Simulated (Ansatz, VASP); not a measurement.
CuI (Marshite): VASP beside Ansatz

File INCAR:

```
SYSTEM = CuI
  ALGO = Normal
  EDIFF = 1E-6
  ENCUT = 520
  GGA = PE
  ISIF = 2
  ISMEAR = 0
  LASPH = .True.
  LCHARG = .False.
  LREAL = .False.
  LWAVE = .False.
  NBANDS = 16
  NELM = 80
  PREC = Accurate
  SIGMA = 0.02
```

KPOINTS

```
k-points
0
Gamma
  8 8 8
  0 0 0
```

Contents of POSCAR:

```
CuI
1.0
    0.0000000000      3.0315000000      3.0315000000
    3.0315000000      0.0000000000      3.0315000000
    3.0315000000      3.0315000000      0.0000000000
Cu I
1 1
Direct
    0.2500000000      0.2500000000      0.2500000000
    0.0000000000      0.0000000000      0.0000000000
```

Input for Ansatz:

```yaml
crystal:
  lattice:
    - [0.0, 3.0315, 3.0315]
    - [3.0315, 0.0, 3.0315]
    - [3.0315, 3.0315, 0.0]
  atoms:
    - { symbol: Cu, position: [0.25, 0.25, 0.25] }
    - { symbol: I, position: [0.0, 0.0, 0.0] }
basis:
  ecutwfc: 420
kpoints:
  mp_grid: { grid: [8, 8, 8] }
hamiltonian:
  xc: pbe
scf:
  occupations: { method: gaussian, width: 0.02 }
output:
  forces: true
  stress: true
  eigenvalues: true
  populations: true
```

Alike in both runs: task single point; functional PBE; k mesh 8 × 8 × 8; occupations gaussian, width 0.02 eV; no spin polarisation.

```csv
,VASP,Ansatz
version,VASP 6.6.1,Ansatz 0.2.0
potentials or method,"VASP PAW PBE potentials, release 64 (Cu, I)","scalar-relativistic, plane waves, PAW"
plane-wave cutoff (eV),520,420
valence electrons in the cell,18,36
```

|  | VASP | Ansatz | Ansatz less VASP |
| --- | --- | --- | --- |
| gap on the k mesh at the Fermi level (eV) | 1.14 | 1.12 | -0.022 |
| least direct gap on the mesh (eV) | 1.14 | 1.12 | -0.022 |
| pressure (GPa) | 0.3 | 0.3 | -0.02 |

The two sets of potentials don't hold the same shells in valence.

Caveats: spin-orbit coupling is left out, which moves the levels of the heavy elements.
